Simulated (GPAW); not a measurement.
Set up this calculation in GPAW 26.7.0, as an ASE script.

| Quantity | Value |
| --- | --- |
| Task | equation of state |
| Functional | revTPSS |
| Potentials or basis | GPAW PAW data sets (gpaw-data 1.2.1) |
| Cutoff | 800 eV |
| Basis | pw |
| k mesh | 10 × 10 × 10 |
| Occupations | fermi-dirac, width 0.05 eV |
| Spin | no spin polarisation |
| Eigensolver | davidson |
| Maxiter | 150 |
| Eos scales | [0.94, 0.96, 0.98, 1.0, 1.02, 1.04, 1.06] |

The structure of AlN lies in AlN.cif:

```cif
data_AlN
_cell_length_a 3.08863331
_cell_length_b 3.08863331
_cell_length_c 3.08863331
_cell_angle_alpha 60.00000000
_cell_angle_beta 60.00000000
_cell_angle_gamma 60.00000000
_space_group_name_H-M_alt 'P1'
_space_group_name_Hall 'P 1'
_space_group_IT_number 1
loop_
_space_group_symop_operation_xyz
'x,y,z'
loop_
_atom_site_label
_atom_site_type_symbol
_atom_site_symmetry_multiplicity
_atom_site_Wyckoff_symbol
_atom_site_fract_x
_atom_site_fract_y
_atom_site_fract_z
_atom_site_occupancy
Al1 Al 1 a 0.0000000000 0.0000000000 0.0000000000 1
N1 N 1 a 0.2500000000 0.2500000000 0.2500000000 1
```

Measurements of this composition are mostly on another form, of space group No. 186.

One way to write it, as run:

run.py

```python
from ase.eos import EquationOfState
from ase.io import Trajectory, read
from ase.units import GPa
from gpaw import GPAW, PW

atoms = read('AlN.cif')

traj = Trajectory('eos.traj', 'w')
volumes, energies = [], []
for x in [0.94, 0.96, 0.98, 1.0, 1.02, 1.04, 1.06]:
    a = atoms.copy()
    a.set_cell(atoms.cell * x**(1 / 3), scale_atoms=True)
    calc = GPAW(mode=PW(800),
                xc='MGGA_X_REVTPSS+MGGA_C_REVTPSS',
                kpts={'size': (10, 10, 10), 'gamma': True},
                occupations={'name': 'fermi-dirac', 'width': 0.05},
                nbands=11,
                convergence={'density': 1e-05, 'energy': 1e-05},
                eigensolver='davidson',
                maxiter=150,
                txt=f'eos-{x:.2f}.txt')
    a.calc = calc
    energies.append(a.get_potential_energy(force_consistent=True))
    volumes.append(a.get_volume())
    p = -a.get_stress()[:3].mean() / GPa
    calc.write(f'eos-{x:.2f}.gpw')
    traj.write(a)
    print(f'{x:.2f} {volumes[-1]:10.4f} A^3 {energies[-1]:14.6f} eV {p:9.3f} GPa', flush=True)

v0, e0, B = EquationOfState(volumes, energies, eos='birchmurnaghan').fit()
print(f'V0 = {v0:.4f} A^3, E0 = {e0:.6f} eV, B0 = {B / GPa:.2f} GPa')
```

Potentials or basis: GPAW PAW data sets (gpaw-data 1.2.1), pw.

Command:

```sh
$ OMP_NUM_THREADS=1 python run.py
```

It gave:

| Property | Result |
| --- | --- |
| Equilibrium volume | 10.66 Å³/atom (rough: see the caveat) |
| Bulk modulus | 196 GPa (rough) |

Caveat: the points scatter about the fit; the PAW data sets were made with another functional, which shifts forces and pressure a little.

It took 5.4 min on 1 thread of Arm Neoverse V2 (shared host), peak memory 0.51 GiB.
